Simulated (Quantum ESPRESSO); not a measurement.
La2O3 under changes of volume

One of the cells (16.357 Å³/atom); the others are scaled copies at fixed shape and fractional positions:

```xyz
5
Lattice="3.9308 0.0000 0.0000 -1.9654 3.4042 0.0000 0.0000 0.0000 6.1120" Properties=species:S:1:pos:R:3 pbc="T T T"
La    0.0000    2.2694    1.5050
La    1.9654    1.1347    4.6070
O     0.0000    0.0000    0.0000
O     0.0000    2.2694    3.9477
O     1.9654    1.1347    2.1643
```

The cell is a database's computed one.

```yaml
Program: Quantum ESPRESSO 7.5
Functional: PBE
Potentials_or_basis: SSSP 1.3 efficiency PBE
Cutoff: 748 eV
Density_cutoff: 5987 eV
k_mesh: 8 × 8 × 5
Occupations: fermi-dirac, width 0.05 eV
Spin: no spin polarisation
```

```csv
volume (Å³/atom),energy over the lowest point (meV/atom),pressure (GPa),gap on the mesh (eV)
15.375,46.20,12.2,3.92
15.703,24.75,8.6,3.93
16.030,10.36,5.3,3.91
16.357,2.32,2.4,3.89
16.684,0.00,-0.3,3.86
17.011,2.83,-2.7,3.83
17.338,?,?,?
```

What does the run at 17.338 Å³/atom give?

Energy over the lowest point 10.29 meV/atom; pressure -4.8 GPa; gap on the mesh 3.80 eV.

Worked out: A Birch-Murnaghan fit of order 3 (a polynomial in V^(-2/3)) to the other rows has its minimum at 16.66 Å³/atom with B0 = V·E''(V) = 130 GPa and B' = 4.1 at fixed shape and positions, which overstates the stiffness. It gives 10.34 meV/atom at 17.338 Å³/atom, against the run's 10.29, and -dE/dV = -4.8 GPa, against -4.8. A parabola through the other rows of the gap, of slope -2.5 eV per unit of ln V there, extrapolates to 3.78 eV, against the run's 3.80.

Energies are extrapolated to zero smearing.

Caveats: spin-orbit coupling is left out, which moves the levels of the heavy elements; an odd mesh through Γ misses points on the zone boundary, where band edges often lie.
